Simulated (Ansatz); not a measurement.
**Scandium, diamond under PBE: structure, energy and stiffness**

What does PBE give for scandium in the diamond structure? We relax it, solve it on a dense k-mesh, then scale the cell to 7 volumes from 88 to 112 % of the relaxed one and try a fit of the equation of state. The start is ferromagnetic. The k-meshes are 9×9×9 for the relaxation; 14×14×14 for the dense run; 10×10×10 for the volumes.

This is Sc in the diamond structure; at room conditions it is hcp.

Method: DFT PBE, plane waves (420 eV) with PAW, scalar-relativistic, in Ansatz 0.2.0.

**1. The starting structure**

Symmetry: Fd-3m, No. 227, cubic system. Conventional cell: a = 6.463 Å, b = 6.463 Å, c = 6.463 Å, α = 90.00°, β = 90.00°, γ = 90.00°. Around Sc (site symmetry -43m) lie 4 Sc at 2.80 Å.

As a file:

```cif
data_structure
_symmetry_space_group_name_H-M 'P 1'
_symmetry_Int_Tables_number 1
_cell_length_a 4.5704
_cell_length_b 4.5704
_cell_length_c 4.5704
_cell_angle_alpha 60.000
_cell_angle_beta 60.000
_cell_angle_gamma 60.000
_cell_volume 67.51
loop_
_atom_site_label
_atom_site_type_symbol
_atom_site_fract_x
_atom_site_fract_y
_atom_site_fract_z
_atom_site_occupancy
Sc1 Sc 0.12500 0.12500 0.12500 1
Sc2 Sc 0.87500 0.87500 0.87500 1
```

The atoms start with moments of +1 ×2 μB.

**2. Geometry optimisation**

The input, input.yaml:

```yaml
crystal:
  lattice:
    - [0.0, 3.2317434665, 3.2317434665]
    - [3.2317434665, 0.0, 3.2317434665]
    - [3.2317434665, 3.2317434665, 0.0]
  atoms:
    - { symbol: Sc, position: [0.125, 0.125, 0.125], spin: 1.0 }
    - { symbol: Sc, position: [0.875, 0.875, 0.875], spin: 1.0 }
hamiltonian:
  xc: pbe
  pseudopotentials:
    kind: paw
    azcp:
      Sc: "pseudopotentials/Sc.paw.azcp"
basis:
  ecutwfc: 420
  fft_grid_basis: typed
kpoints:
  mp_grid: { grid: [9, 9, 9], shift: [0, 0, 0] }
magnetization:
  spin_polarized: true
scf:
  occupations: { method: fermi_dirac, width: 0.05 }
relax:
  max_steps: 60
  f_tol: 0.01
  cell: {}
```

The run is started by

```console
$ ansatz run input.yaml --threads 2 --pin off --max-ram 6144MiB --backend cpu --events-out ev --progress --plain --runs-dir out
```

After this run come: Dense single point; The cell scaled to 88 % of its volume; The cell scaled to 92 % of its volume; The cell scaled to 96 % of its volume; The cell scaled to 100 % of its volume; The cell scaled to 104 % of its volume; The cell scaled to 108 % of its volume; The cell scaled to 112 % of its volume.

What does the calculation give? Wanted: space group; conventional cell; volume; shortest distance; gap on the mesh; magnetic state; relative to hcp.

The runs gave:

| quantity | value |
| --- | --- |
| space group (spins left aside) | Fd-3m (No. 227) |
| conventional cell | a = 6.487 Å |
| volume | 34.128 Å³/atom |
| shortest distance | 2.809 Å |
| gap on the mesh | none (levels filled in part) |
| magnetic state | non-magnetic |
| relative to hcp | +1994 meV/atom |

What this shows: The relaxation enlarged the cell by 1.1 % in volume. Against the reference form of scandium (hcp, computed apart with the same settings) it stands 1994 meV/atom higher, so it is far from stable. The starting moments do not survive. Levels at the Fermi energy are filled in part, as in a metal. Relaxation kept the symmetry; phonons were not checked.
